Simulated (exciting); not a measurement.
The K K edge of atom 2 in KTaO3, space group Pm-3m, with 12 O at 2.82 Å (cuboctahedral, site symmetry m-3m), was computed at 2 levels: exchange and screened direct term (singlet BSE) and independent particles. Common settings: exciting, all-electron LAPW+lo, PBEsol, 4×4×4 shifted k points, 34 conduction bands, |G+q| up to 3 bohr⁻¹, full RPA screening with nempty = 58, Lorentzian half width 0.45 eV.

Energy from the Kohn–Sham onset, core level to the lowest empty state found on the meshes used; all runs on one relative scale:

| E (eV) | run 1 | run 2 |
| --- | --- | --- |
| 0.0 | 0.02 | 0.04 |
| 0.5 | 0.02 | 0.05 |
| 1.0 | 0.02 | 0.07 |
| 1.5 | 0.03 | 0.10 |
| 2.0 | 0.04 | 0.13 |
| 2.5 | 0.05 | 0.16 |
| 3.0 | 0.06 | 0.16 |
| 3.5 | 0.06 | 0.18 |
| 4.0 | 0.06 | 0.27 |
| 4.5 | 0.07 | 0.51 |
| 5.0 | 0.09 | 0.93 |
| 5.5 | 0.14 | 1.19 |
| 6.0 | 0.21 | 1.41 |
| 6.5 | 0.29 | 1.33 |
| 7.0 | 0.39 | 1.16 |
| 7.5 | 0.46 | 1.11 |
| 8.0 | 0.47 | 1.24 |
| 8.5 | 0.47 | 1.21 |
| 9.0 | 0.51 | 1.27 |
| 9.5 | 0.49 | 1.71 |
| 10.0 | 0.49 | 2.08 |
| 10.5 | 0.63 | 1.47 |
| 11.0 | 0.94 | 1.21 |
| 11.5 | 1.14 | 1.04 |
| 12.0 | 1.26 | 1.01 |
| 12.5 | 1.23 | 0.91 |
| 13.0 | 1.52 | 0.63 |
| 13.5 | 1.95 | 0.47 |
| 14.0 | 1.95 | 0.37 |
| 14.5 | 1.62 | 0.28 |
| 15.0 | 1.08 | 0.24 |
| 15.5 | 0.70 | 0.23 |
| 16.0 | 0.57 | 0.24 |
| 16.5 | 0.50 | 0.26 |
| 17.0 | 0.48 | 0.26 |
| 17.5 | 0.45 | 0.25 |
| 18.0 | 0.42 | 0.25 |
| 18.5 | 0.39 | 0.27 |
| 19.0 | 0.42 | 0.25 |
| 19.5 | 0.40 | 0.23 |
| 20.0 | 0.36 | 0.24 |
| 20.5 | 0.34 | 0.25 |
| 21.0 | 0.33 | 0.25 |
| 21.5 | 0.31 | 0.29 |
| 22.0 | 0.31 | 0.34 |
| 22.5 | 0.35 | 0.43 |
| 23.0 | 0.43 | 0.49 |
| 23.5 | 0.53 | 0.51 |
| 24.0 | 0.67 | 0.41 |
| 24.5 | 0.63 | 0.33 |
| 25.0 | 0.46 | 0.41 |
| 25.5 | 0.52 | 0.53 |

Q: Which run is which, and why?

Run 1: independent particles; highest local maximum in the window at 13.7 eV. Run 2: exchange and screened direct term (singlet BSE); highest local maximum in the window at 9.9 eV. The attractive direct term pulls weight down: the curves pass 0.32 at 6.7 and 4.2 eV in the order of the runs. Fine structure above the first lines is partly noise of the 64-point mesh.

[Hosts, paths, dates, database ids (printed as entryN), source tags and the programs' standing remarks are cut or masked in the printed files.]
